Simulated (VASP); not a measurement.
# LiF (P4/mmm) in VASP: reference runs

How does LiF come out in PBE? The cell is run as given.

Everything below comes from runs of VASP 6.6.1. Logs are shortened: lines on timing, memory, paths and dates and some standing lists are left out, and cuts for length are marked.

## 1. Starting point

It takes space group P4/mmm (No. 123, tetragonal). Conventional cell: a = 2.695 Å, b = 2.695 Å, c = 4.463 Å, α = 90.00°, β = 90.00°, γ = 90.00°. Around Li (site symmetry 4/mmm) lie 4 F at 1.91 Å. F (site symmetry 4/mmm) has 4 Li at 1.91 Å as nearest neighbours.

The cell was built by a generator and needn't be a form met in nature.

## 2. Single point, PBE

The input, INCAR:

```
SYSTEM = LiF
  PREC = Accurate
  ENCUT = 520
  EDIFF = 1E-7
  ISMEAR = -1
  SIGMA = 0.05
  LREAL = .False.
  LASPH = .True.
  NELM = 80
  ALGO = Normal
  ISIF = 2
  LWAVE = .False.
  LCHARG = .False.
  GGA = PE
  NBANDS = 12
```

The input, KPOINTS:

```
Automatic mesh
0
Gamma
  10 10 6
  0 0 0
```

The input, POSCAR:

```
LiF
1.0
    2.6951600000      0.0000000000      0.0000000000
    0.0000000000      2.6951600000      0.0000000000
    0.0000000000      0.0000000000      4.4634600000
Li F
1 1
Direct
    0.0000000000      0.0000000000      0.0000000000
    0.5000000000      0.5000000000      0.0000000000
```

Potentials or basis: VASP PAW PBE potentials, release 64 (Li_sv, F).

Command:

```
> cat potpaw_PBE.64/Li_sv/POTCAR potpaw_PBE.64/F/POTCAR > POTCAR
> mpirun -np 1 vasp_std > vasp.out
```

OUTCAR:

```text
SYSTEM = LiF
   PREC = Accurate
   ENCUT = 520
   EDIFF = 1E-7
   ISMEAR = -1
   LREAL = .False.
   LASPH = .True.
   NELM = 80
   ISIF = 2
   GGA = PE

 ion  position               nearest neighbor table
   1  0.000  0.000  0.000-   2 1.91   2 1.91   2 1.91   2 1.91
   2  0.500  0.500  0.000-   1 1.91   1 1.91   1 1.91   1 1.91

  LATTYP: Found a simple tetragonal cell.
 ALAT       =     2.6951600000
 C/A-ratio  =     1.6561020496

  Lattice vectors:

 A1 = (   2.6951600000,   0.0000000000,   0.0000000000)
 A2 = (   0.0000000000,   2.6951600000,   0.0000000000)
 A3 = (   0.0000000000,   0.0000000000,   4.4634600000)

Analysis of symmetry for initial positions (statically):
=====================================================================
 Subroutine PRICEL returns:
 Original cell was already a primitive cell.

 Routine SETGRP: Setting up the symmetry group for a
 simple tetragonal supercell.

 Subroutine GETGRP returns: Found 16 space group operations
 (whereof 16 operations were pure point group operations)
 out of a pool of 16 trial point group operations.

The static configuration has the point symmetry D_4h.

Analysis of symmetry for dynamics (positions and initial velocities):
=====================================================================
 Subroutine PRICEL returns:
 Original cell was already a primitive cell.

 Routine SETGRP: Setting up the symmetry group for a
 simple tetragonal supercell.

 Subroutine GETGRP returns: Found 16 space group operations
 (whereof 16 operations were pure point group operations)
 out of a pool of 16 trial point group operations.

The dynamic configuration has the point symmetry D_4h.

 Subroutine INISYM returns: Found 16 space group operations
 (whereof 16 operations are pure point group operations),
 and found     1 'primitive' translations

----------------------------------------------------------------------------------------

                                     Primitive cell

  volume of cell :      32.4221

  direct lattice vectors                    reciprocal lattice vectors
     2.695160000  0.000000000  0.000000000     0.371035486  0.000000000  0.000000000
     0.000000000  2.695160000  0.000000000     0.000000000  0.371035486  0.000000000
     0.000000000  0.000000000  4.463460000     0.000000000  0.000000000  0.224041439

  length of vectors
     2.695160000  2.695160000  4.463460000     0.371035486  0.371035486  0.224041439

  position of ions in fractional coordinates (direct lattice)
     0.000000000  0.000000000  0.000000000
     0.500000000  0.500000000  0.000000000

  ion indices of the primitive-cell ions
   primitive index   ion index
                 1           1
                 2           2

----------------------------------------------------------------------------------------

 KPOINTS: Automatic mesh

Automatic generation of k-mesh.
 Grid dimensions read from file:
 generate k-points for:   10   10    6

 Generating k-lattice:

  Cartesian coordinates                     Fractional coordinates (reciprocal lattice)
     0.037103549  0.000000000  0.000000000     0.100000000  0.000000000  0.000000000
     0.000000000  0.037103549  0.000000000     0.000000000  0.100000000  0.000000000
     0.000000000  0.000000000  0.037340240     0.000000000  0.000000000  0.166666667

  Length of vectors
     0.037103549  0.037103549  0.037340240

  Shift w.r.t. Gamma in fractional coordinates (k-lattice)
     0.000000000  0.000000000  0.000000000

 Subroutine IBZKPT returns following result:
 ===========================================

 Found     84 irreducible k-points:

 Following reciprocal coordinates:
            Coordinates               Weight
  0.000000  0.000000  0.000000      1.000000
  0.100000  0.000000  0.000000      4.000000
  0.200000  0.000000  0.000000      4.000000
  0.300000  0.000000  0.000000      4.000000
  0.400000  0.000000  0.000000      4.000000
  0.500000  0.000000  0.000000      2.000000
[... 16 lines left out ...]
  0.100000  0.000000  0.166667      8.000000
  0.200000  0.000000  0.166667      8.000000
 [... further k-points ...]
   k-points           NKPTS =     84   k-points in BZ     NKDIM =     84   number of bands    NBANDS=     12
   number of dos      NEDOS =    301   number of ions     NIONS =      2
   total plane-waves  NPLWV =  14400
   dimension x,y,z NGX =    20 NGY =   20 NGZ =   36
   dimension x,y,z NGXF=    40 NGYF=   40 NGZF=   72
   ions per type =               1   1
   NGX,Y,Z   is equivalent  to a cutoff of  12.34, 12.34, 13.41 a.u.
   NGXF,Y,Z  is equivalent  to a cutoff of  24.67, 24.67, 26.82 a.u.
 SYSTEM =  LiF
   PREC   = accura    normal or accurate (medium, high low for compatibility)
   ISTART =      0    job   : 0-new  1-cont  2-samecut
   ICHARG =      2    charge: 1-file 2-atom 10-const
   ISPIN  =      1    spin polarized calculation?
   LNONCOLLINEAR =      F non collinear calculations
   LSORBIT =      F    spin-orbit coupling
   LASPH  =      T    aspherical Exc in radial PAW
   ENCUT  =  520.0 eV  38.22 Ry    6.18 a.u.   5.01  5.01  8.30*2*pi/ulx,y,z
   NELM   =     80;   NELMIN=  2; NELMDL= -5     # of ELM steps
   EDIFF  = 0.1E-06   stopping-criterion for ELM
   LREAL  =      F    real-space projection
   EDIFFG = 0.1E-05   stopping-criterion for IOM
   NSW    =      0    number of steps for IOM
   IBRION =     -1    ionic relax: 0-MD 1-quasi-New 2-CG
   NFREE  =      0    steps in history (QN), initial steepest desc. (CG)
   ISIF   =      2    stress and relaxation
   ISYM   =      2    0-nonsym 1-usesym 2-fastsym
   POTIM  = 0.5000    time-step for ionic-motion
   TEBEG  =    0.0;   TEEND  =   0.0 temperature during run
   PSTRESS=    0.0 pullay stress
   NELECT =      10.0000    total number of electrons
   NUPDOWN=      -1.0000    fix difference up-down
   EMIN   =  10.00;   EMAX   =-10.00  energy-range for DOS
   EFERMI =   0.00;   METHOD = LEGACY
   ISMEAR =    -1;   SIGMA  =   0.05  broadening in eV -4-tet -1-fermi 0-gaus
   EFERMI_NEDOS =   21; number of points for ismear=-14 and -15
   IALGO  =     38    algorithm
   IMIX   =      4    mixing-type and parameters
     AMIX     =   0.40;   BMIX     =  1.00
     AMIX_MAG =   1.60;   BMIX_MAG =  1.00
  volume/ion in A,a.u.               =      16.21       109.40
  Fermi-wavevector in a.u.,A,eV,Ry     =   1.106100  2.090227 16.646160  1.223458
  Thomas-Fermi vector in A             =   2.242597
   LORBIT       =      0    0 simple, 1 ext, 2 COOP (PROOUT), +10 PAW based schemes
   GGA     = PE    functional components
   LHFCALC =     F    Hartree Fock is set to
   AEXX    =    0.0000 exact exchange contribution
   IVDW    =     0    specifies the selected vdW correction
   LEPSILON=     F    determine dielectric tensor
   LRPA    =     F    only Hartree local field effects (RPA)
 non-spin polarized calculation
  energy-cutoff  :      520.00
  volume of cell :       32.42
 maximum number of plane-waves:       888
   NGX = 11   NGY = 11   NGZ = 17

 number of electron      10.0000000 magnetization

 number of electron       9.9999982 magnetization

 Free energy of the ion-electron system (eV)
  ---------------------------------------------------
  ext. energy  EPLUGINS =         0.00000000
  ---------------------------------------------------
  free energy    TOTEN  =        -9.40363182 eV

  energy without entropy =       -9.40363182  energy(sigma->0) =       -9.40363182

 E-fermi :  -2.8733     XC(G=0):  -6.4231

 val. band max:       -4.0200476996   @ k =   0.5000   0.0000   0.5000
 cond. band min:       1.7496467544   @ k =   0.0000   0.0000   0.0000
 fundamental gap:      5.7696944540
 Fermi energy:        -2.8732672917

 k-point     1 :       0.0000    0.0000    0.0000
  band No.  band energies     occupation
      1     -45.2672      2.00000
      2     -23.6328      2.00000
      3      -5.2919      2.00000
      4      -4.3851      2.00000
      5      -4.3851      2.00000
      6       1.7496      0.00000
      7       7.6393      0.00000
      8      11.9543      0.00000
      9      15.7842      0.00000
     10      18.5594      0.00000
     11      18.5594      0.00000
     12      22.5931      0.00000

 k-point     2 :       0.1000    0.0000    0.0000
  band No.  band energies     occupation
      1     -45.2636      2.00000
      2     -23.6189      2.00000
      3      -5.2340      2.00000
      4      -4.5719      2.00000
      5      -4.3518      2.00000
      6       1.9764      0.00000
      7       7.6761      0.00000
      8      12.0369      0.00000
      9      14.8803      0.00000
     10      18.3789      0.00000
     11      19.0080      0.00000
     12      20.8015      0.00000

 k-point     3 :       0.2000    0.0000    0.0000
  band No.  band energies     occupation
      1     -45.2542      2.00000
      2     -23.5818      2.00000
      3      -5.0782      2.00000
      4      -5.0293      2.00000
      5      -4.2631      2.00000
      6       2.6252      0.00000
      7       7.7769      0.00000
      8      11.9703      0.00000
      9      13.3565      0.00000
     10      17.8797      0.00000
     11      18.2209      0.00000
     12      18.5189      0.00000
[... 286 lines left out ...]
 k-point    23 :       0.1000    0.0000    0.1667
  band No.  band energies     occupation
      1     -45.2637      2.00000
      2     -23.6183      2.00000
      3      -5.2978      2.00000
      4      -4.5696      2.00000
      5      -4.3512      2.00000
      6       2.2429      0.00000
      7       7.2613      0.00000
      8      12.5251      0.00000
      9      14.9786      0.00000
     10      18.4721      0.00000
     11      18.8579      0.00000
     12      20.2527      0.00000

 k-point    24 :       0.2000    0.0000    0.1667
  band No.  band energies     occupation
      1     -45.2541      2.00000
      2     -23.5808      2.00000
      3      -5.1354      2.00000
      4      -5.0209      2.00000
      5      -4.2626      2.00000
      6       2.8421      0.00000
      7       7.4604      0.00000
      8      12.3907      0.00000
      9      13.3486      0.00000
     10      17.3258      0.00000
     11      17.9498      0.00000
     12      19.4868      0.00000

 [... further k-points ...]

------------------------ aborting loop because EDIFF is reached ----------------------------------------

  FORCE on cell =-STRESS in cart. coord.  units (eV):
  Direction    XX          YY          ZZ          XY          YZ          ZX
  --------------------------------------------------------------------------------------
  -------------------------------------------------------------------------------------
  Total       -0.0133799     -0.0133799     -0.0389183      0.0000000      0.0000000      0.0000000
  in kB       -0.6611847     -0.6611847     -1.9231961      0.0000000      0.0000000      0.0000000
  external PRESSURE =      -1.0818552 kB  Pullay stress =       0.0000000 kB

 VOLUME and BASIS-vectors are now :
 -----------------------------------------------------------------------------
  energy-cutoff  :      520.00
  volume of cell :       32.42
      direct lattice vectors                 reciprocal lattice vectors
     2.695160000  0.000000000  0.000000000     0.371035486  0.000000000  0.000000000
     0.000000000  2.695160000  0.000000000     0.000000000  0.371035486  0.000000000
     0.000000000  0.000000000  4.463460000     0.000000000  0.000000000  0.224041439

 POSITION                                       TOTAL-FORCE (eV/Angst)
 -----------------------------------------------------------------------------------
      0.00000      0.00000      0.00000         0.000000      0.000000      0.000000
      1.34758      1.34758      0.00000         0.000000      0.000000      0.000000
 -----------------------------------------------------------------------------------
    total drift:                                0.000000      0.000000     -0.000000

  FREE ENERGIE OF THE ION-ELECTRON SYSTEM (eV)
  ---------------------------------------------------
  free  energy   TOTEN  =        -9.4036318180 eV

  energy  without entropy=       -9.4036318180  energy(sigma->0) =       -9.40363182
```

It took 10 s on 1 thread of Intel Xeon 6975P-C (Granite Rapids), shared host; peak memory 0.15 GiB.

What came out:

```
Free energy            : -9.4036 eV
Band gap on the k mesh : 5.77 eV, indirect (least direct gap 6.13 eV)
```

Caveat: the cutoff is under 1.25 times the usual one of these potentials, so pressure, stress and relaxed cells hold a basis-set (Pulay) error. A k mesh can miss the band edges.
